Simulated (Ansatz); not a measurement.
## GaSb under changes of volume

One of the cells (24.120 Å³/atom); the others are scaled copies at fixed shape and fractional positions:

```
Sb Ga
1.0
    -2.75343    2.75343    1.59071
     2.75343   -2.75343    1.59071
     2.75343    2.75343   -1.59071
Sb Ga
1 1
Direct
  0.00000 0.00000 0.00000
  0.75000 0.25000 0.50000
```

Measurements of this composition are mostly on another form, of space group No. 216.

```yaml
Program: Ansatz 0.2.0
Functional: PBE
Potentials_or_basis: Ansatz PAW
Cutoff: "420 eV (not typed: the program's choice for these potentials)"
k_mesh: 10 × 10 × 10
Occupations: fermi-dirac, width 0.05 eV
Spin: no spin polarisation
```

```csv
volume (Å³/atom),energy over the lowest point (meV/atom),pressure (GPa)
22.672,17.48,3.9
23.155,7.81,2.5
23.637,?,?
24.120,0.00,0.1
24.602,1.05,-0.8
25.084,4.96,-1.7
25.567,11.41,-2.5
```

Question: What does the run at 23.637 Å³/atom give?

Answer: Energy over the lowest point 2.13 meV/atom; pressure 1.3 GPa.

Worked out: A Birch-Murnaghan fit of order 3 (a polynomial in V^(-2/3)) to the other rows has its minimum at 24.19 Å³/atom with B0 = V·E''(V) = 52 GPa and B' = 4.6 at fixed shape and positions, which overstates the stiffness. It gives 2.13 meV/atom at 23.637 Å³/atom, against the run's 2.13, and -dE/dV = 1.3 GPa, against 1.3.

Energies are extrapolated to zero smearing.
